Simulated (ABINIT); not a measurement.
# AlAs (F-43m): G0W0 in ABINIT against the k mesh

Aim: move the k mesh of a G0W0 run on AlAs (F-43m) over a wide range.

Calculated with ABINIT 10.8.3; PBE and many-body steps on it, plane waves.

Most raw output is cut from this account.

### Step 1. The structure

It takes space group F-43m (No. 216, cubic). The conventional cell has a = 5.661 Å, b = 5.661 Å, c = 5.661 Å, α = 90.00°, β = 90.00°, γ = 90.00°. Nearest to Al lie 4 As at 2.45 Å. Nearest to As lie 4 Al at 2.45 Å. Farther neighbours are not listed.

The cell and positions come from the Crystallography Open Database and are kept as given unless a step says otherwise.

### Step 2. Empty states on the mesh, 4×4×4 mesh, 308 bands

This step: ABINIT 10.8.3; DFT, PBE, plane waves, norm-conserving pseudopotentials.

The sums over transitions need many empty states on a uniform mesh; this step solves for them.

Contents of run.abi:

```
acell 3*1.0 Angstrom
rprim 
  -0.000000000000 2.830400000000 2.830400000000
  2.830400000000 0.000000000000 2.830400000000
  2.830400000000 2.830400000000 0.000000000000
ntypat 2
znucl 13 33
natom 2
typat 1 2
xred 
  0.000000000000 0.000000000000 0.000000000000
  0.250000000000 0.250000000000 0.250000000000
pp_dirpath "pseudos"
pseudos "Al.upf, As.upf"
ecut 38
ngkpt 4 4 4
nshiftk 1
shiftk 0 0 0
kptopt 1
chksymbreak 0
irdden 1
istwfk *1
nband 308
prtvol 0
optdriver 6
gwr_task "HDIAGO"
paral_kgb 0
occopt 1
indata_prefix "in"
outdata_prefix "out"
tmpdata_prefix "tmp"
```

On the command line:

```
$ OMP_NUM_THREADS=1 mpirun -n 8 abinit run.abi > log
```

Elapsed: 16 s, on 8 MPI ranks of AMD EPYC 9R45, shared host; peak memory 5.7 GiB.

This step gave:

```
gap                                                           : 1.436 eV
k of the valence top                                          : 0, 0, 0
k of the conduction bottom                                    : 0.5, 0.5, 0
least direct gap                                              : 2.045 eV
k points computed                                             : 8
lowest point of the top converged band, above the valence top : 187.2228 eV
```

On this mesh the gap is 1.436 eV.

The density comes from a self-consistent run that is not shown.

### Step 3. Empty states on the mesh, 2×2×2 mesh, 90 bands

run.abi: that of step 2 with these lines changed.

```diff
@@ -15,3 +15,3 @@
 ecut 38
-ngkpt 4 4 4
+ngkpt 2 2 2
 nshiftk 1
@@ -20,10 +20,10 @@
 chksymbreak 0
+iscf -2
 irdden 1
 istwfk *1
-nband 308
+nband 90
+nbdbuf 8
+tolwfr 1e-09
+nstep 60
 prtvol 0
-optdriver 6
-gwr_task "HDIAGO"
-paral_kgb 0
-occopt 1
 indata_prefix "in"
```

On the command line:

```
$ OMP_NUM_THREADS=2 mpirun -n 3 abinit run.abi > log
```

Run time: 6.2 s. Hardware: 3 MPI ranks; peak memory 0.26 GiB.

This step gave:

- gap: 1.436 eV
- k of the valence top: 0, 0, 0
- k of the conduction bottom: 0.5, 0.5, 0
- least direct gap: 2.045 eV
- k points computed: 3
- lowest point of the top converged band, above the valence top: 70.1735 eV

On this mesh the gap is 1.436 eV.

### Step 4. Empty states on the mesh, 6×6×6 mesh, 90 bands

run.abi: that of step 3 with these lines changed.

```diff
@@ -15,3 +15,3 @@
 ecut 38
-ngkpt 2 2 2
+ngkpt 6 6 6
 nshiftk 1
```

On the command line:

```
$ OMP_NUM_THREADS=1 mpirun -n 8 abinit run.abi > log
```

Wall time 12 s (8 MPI ranks); peak memory 0.69 GiB.

Numbers from this step:

- gap: 1.436 eV
- k of the valence top: 0, 0, 0
- k of the conduction bottom: 0.5, 0.5, 0
- least direct gap: 2.045 eV
- k points computed: 16
- lowest point of the top converged band, above the valence top: 70.1735 eV

On this mesh the gap is 1.436 eV.

### Step 5. Empty states on the mesh, 8×8×8 mesh, 90 bands

run.abi: that of step 4 with these lines changed.

```diff
@@ -15,3 +15,3 @@
 ecut 38
-ngkpt 6 6 6
+ngkpt 8 8 8
 nshiftk 1
```

Elapsed: 21 s, on 8 MPI ranks; peak memory 0.75 GiB.

This step gave:

- gap: 1.436 eV
- k of the valence top: 0, 0, 0
- k of the conduction bottom: 0.5, 0.5, 0
- least direct gap: 2.045 eV
- k points computed: 29
- lowest point of the top converged band, above the valence top: 70.1735 eV

On this mesh the gap is 1.436 eV.

### Step 6. Screening, 2×2×2 mesh, 82 bands, screening to 163.3 eV

The RPA dielectric matrix is built and inverted for each q.

This step: RPA screening on PBE, plane waves, norm-conserving pseudopotentials.

run.abi: that of step 5 with these lines changed.

```diff
@@ -15,3 +15,3 @@
 ecut 38
-ngkpt 8 8 8
+ngkpt 2 2 2
 nshiftk 1
@@ -20,10 +20,11 @@
 chksymbreak 0
-iscf -2
-irdden 1
 istwfk *1
-nband 90
-nbdbuf 8
-tolwfr 1e-09
-nstep 60
-prtvol 0
+occopt 1
+irdwfk 1
+optdriver 3
+nband 82
+ecuteps 6
+inclvkb 2
+awtr 1
+symchi 1
 indata_prefix "in"
```

Run time: 2 s. Hardware: 8 MPI ranks; peak memory 0.12 GiB; 15 s of CPU time.

Numbers from this step:

- ε∞ with local fields, on this mesh, along the program's q direction: 36.52
- the same without local fields: 42.86
- plasma frequency: 23.39 eV
- plane waves in the screening matrix: 181

Local fields lower ε∞ by 15 %. On a Γ-centred mesh this coarse the value itself is usually too large, while a short band sum pulls it down.

### Step 7. 2×2×2

This step: G0W0 on PBE, plane waves, norm-conserving pseudopotentials.

run.abi: that of step 6 with these lines changed.

```diff
@@ -23,8 +23,17 @@
 irdwfk 1
-optdriver 3
+optdriver 4
 nband 82
+gwcalctyp 0
+ecutsigx 38
+symsigma 1
+nkptgw 2
+kptgw 
+  0.0000000000 0.0000000000 0.0000000000
+  0.5000000000 0.5000000000 0.0000000000
+bdgw 
+  7 13
+  8 11
 ecuteps 6
-inclvkb 2
-awtr 1
-symchi 1
+irdscr 1
+ppmodel 1
 indata_prefix "in"
```

The job ended after 2.3 s (8 MPI ranks; peak memory 0.13 GiB).

This step gave:

* G0W0 gap on the points computed: 2.291 eV
* starting gap on the mesh: 1.436 eV
* k of the valence top: 0, 0, 0
* k of the conduction bottom: 0.5, 0.5, 0
* Z at the valence top: 0.802
* Z at the conduction bottom: 0.82
* least direct G0W0 gap on the computed points: 3.086 eV

### Step 8. Screening, 4×4×4 mesh, 82 bands, screening to 163.3 eV

This step: RPA screening on PBE, plane waves, norm-conserving pseudopotentials.

run.abi: that of step 7 with these lines changed.

```diff
@@ -15,3 +15,3 @@
 ecut 38
-ngkpt 2 2 2
+ngkpt 4 4 4
 nshiftk 1
@@ -23,17 +23,8 @@
 irdwfk 1
-optdriver 4
+optdriver 3
 nband 82
-gwcalctyp 0
-ecutsigx 38
-symsigma 1
-nkptgw 2
-kptgw 
-  0.0000000000 0.0000000000 0.0000000000
-  0.5000000000 0.5000000000 0.0000000000
-bdgw 
-  7 13
-  8 11
 ecuteps 6
-irdscr 1
-ppmodel 1
+inclvkb 2
+awtr 1
+symchi 1
 indata_prefix "in"
```

It took 5.2 s on 8 MPI ranks; peak memory 1.3 GiB.

This step gave:

| Quantity | Value |
| --- | --- |
| ε∞ with local fields, on this mesh, along the program's q direction | 14.25 |
| the same without local fields | 16.00 |
| plasma frequency | 23.39 eV |
| plane waves in the screening matrix | 181 |

### Step 9. 4×4×4

The self-energy is evaluated for the states that the input lists, and the levels follow from it, in one-shot runs by the linearised quasiparticle equation.

This step: G0W0 on PBE, plane waves, norm-conserving pseudopotentials.

run.abi: that of step 8 with these lines changed.

```diff
@@ -23,8 +23,17 @@
 irdwfk 1
-optdriver 3
+optdriver 4
 nband 82
+gwcalctyp 0
+ecutsigx 38
+symsigma 1
+nkptgw 2
+kptgw 
+  0.0000000000 0.0000000000 0.0000000000
+  0.5000000000 0.5000000000 0.0000000000
+bdgw 
+  7 13
+  8 11
 ecuteps 6
-inclvkb 2
-awtr 1
-symchi 1
+irdscr 1
+ppmodel 1
 indata_prefix "in"
```

Wall time 3.3 s (8 MPI ranks); peak memory 1.3 GiB; 25 s of CPU time.

Numbers from this step:

```
G0W0 gap on the points computed              : 2.404 eV
starting gap on the mesh                     : 1.436 eV
k of the valence top                         : 0, 0, 0
k of the conduction bottom                   : 0.5, 0.5, 0
Z at the valence top                         : 0.783
Z at the conduction bottom                   : 0.801
least direct G0W0 gap on the computed points : 3.079 eV
```

The gap on the mesh goes from 1.44 eV to 2.40 eV, a correction of +0.97 eV.

### Step 10. Screening, 6×6×6 mesh, 82 bands, screening to 163.3 eV

This step: RPA screening on PBE, plane waves, norm-conserving pseudopotentials.

run.abi: that of step 9 with these lines changed.

```diff
@@ -15,3 +15,3 @@
 ecut 38
-ngkpt 4 4 4
+ngkpt 6 6 6
 nshiftk 1
@@ -23,17 +23,8 @@
 irdwfk 1
-optdriver 4
+optdriver 3
 nband 82
-gwcalctyp 0
-ecutsigx 38
-symsigma 1
-nkptgw 2
-kptgw 
-  0.0000000000 0.0000000000 0.0000000000
-  0.5000000000 0.5000000000 0.0000000000
-bdgw 
-  7 13
-  8 11
 ecuteps 6
-irdscr 1
-ppmodel 1
+inclvkb 2
+awtr 1
+symchi 1
 indata_prefix "in"
```

Run time: 24 s. Hardware: 8 MPI ranks; peak memory 2 GiB; 3.2 min of CPU time.

This step gave:

```yaml
eps_infinity_with_local_fields_on_this_mesh_along_the_program_s_q_direction: 10.13
the_same_without_local_fields: 11.49
plasma_frequency: 23.39 eV
plane_waves_in_the_screening_matrix: 181
```

### Step 11. 6×6×6

This step: G0W0 on PBE, plane waves, norm-conserving pseudopotentials.

run.abi: that of step 10 with these lines changed.

```diff
@@ -23,8 +23,17 @@
 irdwfk 1
-optdriver 3
+optdriver 4
 nband 82
+gwcalctyp 0
+ecutsigx 38
+symsigma 1
+nkptgw 2
+kptgw 
+  0.0000000000 0.0000000000 0.0000000000
+  0.5000000000 0.5000000000 0.0000000000
+bdgw 
+  7 13
+  8 11
 ecuteps 6
-inclvkb 2
-awtr 1
-symchi 1
+irdscr 1
+ppmodel 1
 indata_prefix "in"
```

The job ended after 4.8 s (8 MPI ranks; peak memory 1.6 GiB; 37 s of CPU time).

This step gave:

```
G0W0 gap on the points computed              : 2.429 eV
starting gap on the mesh                     : 1.436 eV
k of the valence top                         : 0, 0, 0
k of the conduction bottom                   : 0.5, 0.5, 0
least direct G0W0 gap on the computed points : 3.084 eV
```

Against the run before, the gap moves by +0.025 eV.

### Step 12. Screening, 8×8×8 mesh, 82 bands, screening to 163.3 eV

This step: RPA screening on PBE, plane waves, norm-conserving pseudopotentials.

run.abi: that of step 11 with these lines changed.

```diff
@@ -15,3 +15,3 @@
 ecut 38
-ngkpt 6 6 6
+ngkpt 8 8 8
 nshiftk 1
@@ -23,17 +23,8 @@
 irdwfk 1
-optdriver 4
+optdriver 3
 nband 82
-gwcalctyp 0
-ecutsigx 38
-symsigma 1
-nkptgw 2
-kptgw 
-  0.0000000000 0.0000000000 0.0000000000
-  0.5000000000 0.5000000000 0.0000000000
-bdgw 
-  7 13
-  8 11
 ecuteps 6
-irdscr 1
-ppmodel 1
+inclvkb 2
+awtr 1
+symchi 1
 indata_prefix "in"
```

The job ended after 1.7 min (8 MPI ranks; peak memory 3.2 GiB).

Numbers from this step:

```yaml
eps_infinity_with_local_fields_on_this_mesh_along_the_program_s_q_direction: 9.025
the_same_without_local_fields: 10.32
plasma_frequency: 23.39 eV
plane_waves_in_the_screening_matrix: 181
```

### Step 13. 8×8×8

This step: G0W0 on PBE, plane waves, norm-conserving pseudopotentials.

run.abi: that of step 12 with these lines changed.

```diff
@@ -23,8 +23,17 @@
 irdwfk 1
-optdriver 3
+optdriver 4
 nband 82
+gwcalctyp 0
+ecutsigx 38
+symsigma 1
+nkptgw 2
+kptgw 
+  0.0000000000 0.0000000000 0.0000000000
+  0.5000000000 0.5000000000 0.0000000000
+bdgw 
+  7 13
+  8 11
 ecuteps 6
-inclvkb 2
-awtr 1
-symchi 1
+irdscr 1
+ppmodel 1
 indata_prefix "in"
```

Run time: 7.6 s. Hardware: 8 MPI ranks; peak memory 2.7 GiB.

This step gave:

| Quantity | Value |
| --- | --- |
| G0W0 gap on the points computed | 2.437 eV |
| starting gap on the mesh | 1.436 eV |
| k of the valence top | 0, 0, 0 |
| k of the conduction bottom | 0.5, 0.5, 0 |
| least direct G0W0 gap on the computed points | 3.084 eV |

Against the run before, the gap moves by +0.008 eV.

### Step 14. The runs together

Times are wall times on 8 MPI ranks of AMD EPYC 9R45, shared host, good to a factor of about two. A run's time includes the screening step that it read.

```csv
run,mesh,bands,screening cutoff (eV),DFT gap (eV),gap on the mesh (eV),direct (eV),ε∞ used,time
2×2×2,2×2×2,82,163.3,1.436,2.291,3.086,36.52,4.3 s
4×4×4,4×4×4,82,163.3,1.436,2.404,3.079,14.25,8.6 s
6×6×6,6×6×6,82,163.3,1.436,2.429,3.084,10.13,29 s
8×8×8,8×8×8,82,163.3,1.436,2.437,3.084,9.02,1.9 min
```

### Step 15. What came out

```
2×2×2        : 2.291 eV
4×4×4        : 2.404 eV
6×6×6        : 2.429 eV
8×8×8        : 2.437 eV
known limits : not at the basis limit; exchange with frozen shells missing; no spin-orbit coupling; coarse k mesh
```

In words: The setting moved: k mesh. From 2×2×2 to 8×8×8 the gap moves by +0.15 eV, for 26 times the time. It holds to 0.03 eV from 6×6×6 on. Bands and screening cutoff are coupled, so a series along one setting does not show full convergence. Bands and cutoff are finite, so the gap is not at the basis limit. The miss can reach some tenths of an eV and take either sign; the mesh is an error of its own. In the G0W0 runs levels were corrected at 2 k points alone, so a gap called «on the mesh» is the least over those, and an edge elsewhere would be missed. The 2×2×2 mesh is coarse for this cell, which bears on the long-range parts of exchange and screening. The norm-conserving file of at least one element keeps a d shell over frozen s and p shells of the same row. Exchange with those shells is missing from the self-energy, an error of 0.3 to 0.9 eV in cases checked, whose sign depends on which edge lies on those atoms. The many-body steps are scalar-relativistic: spin-orbit coupling is not in them.

[Paths, hosts, dates, memory and timing lines, banners, echoed tables and standing remarks are left out of the program output.]

[Logs are printed without paths, hosts, clocks, repeated set-up lines and the standing remarks that a program may print on its own settings, such as how far it seeks lower states.]

[Runs of the session that timed out or met a known fault of the program may be left out.]

[Hosts, paths, dates, database ids (printed as entryN), source tags and the programs' standing remarks are cut or masked in the printed files.]

[G0W0 gaps are taken among the corrected bands and points alone; a level outside them can change the order at an edge.]

[Where Ansatz stands beside ABINIT at settings called matched, ABINIT's density can come from a denser mesh and the files from another edition; pairs whose starting gaps differed by over 0.03 eV were left out, so agreement reads better than it is.]
